## Question

In a calculation on a metal, the sharp step between filled and empty levels is usually softened. Here the occupations follow a Fermi-Dirac curve, whose width w plays the part of kT, with k the Boltzmann constant and T the electronic temperature. The table follows body-centred cubic molybdenum at fixed crystal and fixed mesh while only w, in eV, is changed. "Energy less tightest" is the free energy of the electrons minus its value at the narrowest width.

SIRIUS 7.12.0, all-electron FP-LAPW with PBE and IORA valence relativity, for body-centred cubic Mo (one atom per cell, fixed geometry) on a 12×12×12 k mesh, without spin polarisation or spin-orbit coupling. The sweep value is the Fermi-Dirac width in eV; energies are free energies relative to the value at 0.01 eV.

```tsv
sweep value	energy less tightest (meV/atom)	force miss (eV/Å)
0.3	-89.75	0.000
0.2	-32.81	0.000
0.1	-5.77	0.000
0.05	-1.37	0.000
0.025	-0.35	0.000
0.01	0.00	0.000
```

Three explanations are offered for the way in which the energy depends on w.

- **A.** Softening blurs each level near the Fermi energy by about w, so the energy shifts in proportion to w.
- **B.** The levels near the Fermi energy are evenly spread, and the energy shifts as the square of w.
- **C.** The Fermi energy lies in a valley of the density of states, where levels are sparse, and the shift outgrows the square.

(a) Why does the energy fall as w grows? (b) Which explanation do the numbers support? (c) Which width keeps the free energy within 1 meV per atom of the narrowest setting? (d) What would change for niobium, the neighbour with one electron fewer?

## Model answer

**(a)** A wider occupation curve lifts some electrons from below the Fermi energy to above it, which costs energy. It also leaves more levels partly filled, and partly filled levels carry entropy S. The quantity in the table is the free energy F = E − TS, where E is the energy of the electrons without the entropy term. The entropy term outweighs the cost, so F falls.

Thermodynamics makes this exact for a fixed crystal: the slope of F against w is −S/k. Since the entropy is positive, F must go down at every widening. The 90 meV gained at the widest setting is the free energy of hot electrons at about 3500 K, and no sign of a more stable crystal or a better calculation.

**(b)** The same relation provides a test of A. If F fell in proportion to w, its slope would be constant, and so would the entropy. The differences between neighbouring rows give a mean entropy of 0.02 k per atom over the narrowest step and 0.57 k over the widest. Explanation A is therefore wrong for this series.

The picture behind B shows what A overlooks. Only electrons within a few w of the Fermi energy can change their level, so their number grows as w. The energy that each of them gains also grows as w. The product is a square.

To turn this into a formula, let g be the density of states, the number of levels per eV and atom with both spins counted, and let it be constant near the Fermi energy. Summing over the Fermi-Dirac curve raises E by (π²/6) g w², while TS comes to twice as much. The difference is a fall of F by (π²/6) g w². Because the table counts from w = 0.01, the quantity to compare is

drop = c (w² − 0.01²), with c = (π²/6) g.

Fitted to the three rows from 0.025 to 0.1, this law gives c = 582 meV/eV² and follows them closely. Doubling the width from 0.05 to 0.1 makes the drop 4.2 times as large, near the factor of four that a square law suggests. The row at 0.2 took no part in the fit, so it is a fair test:

drop = 582 × (0.04 − 0.0001) = 582 × 0.0399 ≈ 23 meV per atom.

The calculation gives 33 meV. The flat law thus misses nearly a third of the drop at 0.2, and about two fifths of it at 0.3. Explanation B describes moderate widths and fails at large ones, always by predicting too little.

Explanation C accounts for this direction. As the window around the Fermi energy widens, it climbs the sides of the valley and takes in more levels than an even spread would offer. Such a valley is well known in body-centred cubic molybdenum, whose d band is about half full: the bonding levels below are filled, the antibonding levels above are empty, and few lie between.

The table can be read in the same terms by asking what density of states each step would need if the levels were evenly spread. The answer is 0.36 per eV and atom between 0.05 and 0.1, then 0.55 and 0.69 over the two wider steps. The rise is what a valley would produce. The numbers therefore reject A. Taken as they stand, they limit B to moderate widths and favour C, though the sampling of the mesh may cause part of the rise, as the remarks explain.

**(c)** Of the widths calculated, 0.025 is the largest that meets the bound, with a drop of 0.35 meV. The flat law places the limit itself near 0.04, between two rows that it was fitted to. If 10 meV is good enough, 0.1 will do.

These bounds apply to the free energy of one crystal on one mesh. They leave out the error of the mesh itself, which tends to grow as the width shrinks, so a narrower width usually calls for a denser mesh. In a difference between two structures, the drops cancel to the extent that their densities of states are alike, provided that both are calculated with the same width. The forces give no guidance here: they vanish at every width because the single atom of the cell sits at a centre of symmetry.

**(d)** With one electron fewer, the Fermi energy moves down out of the valley, to the side of a peak in the density of states. More levels then lie within reach of a narrow window, so niobium should show a larger drop at small widths. A wider window no longer opens onto ever denser levels on both sides, and the extra growth beyond the square should be weaker. This follows from the known shape of the bands and would need its own calculation to confirm.

## Remarks on the reasoning

**The tempting step in A.** It is true that levels are affected over a range of about w. The mistake is to stop there and treat the number of affected electrons as fixed. A straight line drawn through the reference and the row at 0.1 shows the price: it predicts 19 meV at 0.3, where the calculation gives 90. At 0.025 it errs the other way and predicts almost three times the true drop, which can lead a user to choose a needlessly narrow width.

**How firmly C is established.** The weak point is the narrow end of the series. Many points of the mesh are equivalent by symmetry, so a window of a tenth of an eV may hold only a few distinct levels, and the apparent density of states then depends on where they happen to fall. The table holds a possible sign of such an effect: the narrowest step needs about 0.4 per eV and atom, which breaks the otherwise steady rise. The constant c may therefore describe this mesh more than the crystal.

Poor sampling could thus account for much of the contrast between narrow and wide settings. Every drop is counted from the narrowest row, so a sampling error in that row enters them all. It cancels in the difference between two wider rows. The better evidence for the valley is therefore the rise of the apparent density from 0.55 to 0.69 over the two widest steps, where the window holds more levels and sampling should matter less. This supports C but does not prove it. Repeating the series on a denser mesh would separate the two causes: a contrast due to sampling would shrink, and one due to the valley would stay.

**What the valley formulas add.** A smooth valley contributes a term in w⁴ and a V-shaped one a term in w³. Each was fitted, together with the square term, to the five rows above the narrowest, and each follows them to about 1 meV or better. With two constants for five rows this is a description and no prediction. When one row is left out, the typical error grows to 2 meV for the V shape and 9 meV for the smooth one. This favours the V shape, but so few rows on a single mesh cannot settle the matter. The printed analysis below compares the three laws row by row.

Numerical output:

```
fit of drop on 3 rows ((w > 0.015) & (w < 0.15)): coefficient of x2 582.4 +/- 3.6; rms 0.0303, worst 0.025 -0.0442, leave-one-out rms 0.0533
  rows outside the fit (model, value, miss): 0.3 52.36, 89.75, -37.4; 0.2 23.24, 32.81, -9.57; 0.01 0, 0, 0
fit of drop on 5 rows (w > 0.015): coefficient of x2 659 +/- 31, coefficient of x4 3776 +/- 368; rms 0.56, worst 0.1 1.13, leave-one-out rms 8.86
  rows outside the fit (model, value, miss): 0.01 0, 0, 0
fit of drop on 5 rows (w > 0.015): coefficient of x2 449.7 +/- 23, coefficient of x3 1829 +/- 81; rms 0.257, worst 0.1 0.509, leave-one-out rms 2.26
  rows outside the fit (model, value, miss): 0.01 0, 0, 0
Drop of free energy in meV/atom and step to the next wider row:
    row  temperature_K  computed  flat_law  smooth_valley  V_valley  step_entropy_k_per_atom  step_DOS_per_eV_atom
    0.3           3481     89.75     52.36          89.83      89.8                      n/a                   n/a
    0.2           2321     32.81     23.24          32.34     32.57                   0.5694                0.6923
    0.1           1160      5.77     5.766          6.902     6.279                   0.2704                0.5479
   0.05          580.2      1.37     1.398          1.605     1.306                    0.088                0.3567
  0.025          290.1      0.35    0.3058         0.3474    0.2628                   0.0408                0.3307
   0.01            116         0         0              0         0                  0.02333                0.4053
Drop at width 0.1 over drop at 0.05 (ratio): 4.212
Drop at width 0.2 over drop at 0.1 (ratio): 5.686
Linear rule through row 0.1, predicted drop at 0.3 (meV/atom): 18.59
Linear rule through row 0.1, predicted drop at 0.025 (meV/atom): 0.9617
Part of the drop at 0.3 that the flat law misses (percent): 41.66
Part of the drop at 0.2 that the flat law misses (percent): 29.18
Width at which the flat law gives a drop of 1 meV/atom (eV): 0.04263
```
